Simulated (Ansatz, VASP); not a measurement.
**MgB2 in VASP and in Ansatz**

```
Mg B
1.0
     3.08500    0.00000    0.00000
    -1.54250    2.67169    0.00000
     0.00000    0.00000    3.52300
Mg B
1 2
Cartesian
  0.0000 0.0000 0.0000
  0.0000 1.7811 1.7615
  1.5425 0.8906 1.7615
```

Alike in both runs: task electric field gradients; functional LDA; k mesh 15 × 15 × 12; occupations fermi-dirac, width 0.05 eV; no spin polarisation.

|  | VASP | Ansatz |
| --- | --- | --- |
| version | VASP 6.6.1 | Ansatz 0.2.0 |
| potentials or method | VASP PAW LDA potentials, release 64 (Mg, B), cutoff 520 eV | all-electron PAW with datasets made for the crystal, scalar-relativistic |

|  | VASP | Ansatz | Ansatz less VASP |
| --- | --- | --- | --- |
| pressure (GPa) | -8.2 | -7.6 | +0.58 |
| largest component of the traceless stress (GPa) | 1.62 | 1.73 | +0.112 |
| Vzz of the field gradient on the site that differs most (V/Å²) | -0.6 | -2.8 | -2.17 |

Ansatz ran all-electron here, so the differences hold the error of VASP's frozen core and of both bases.
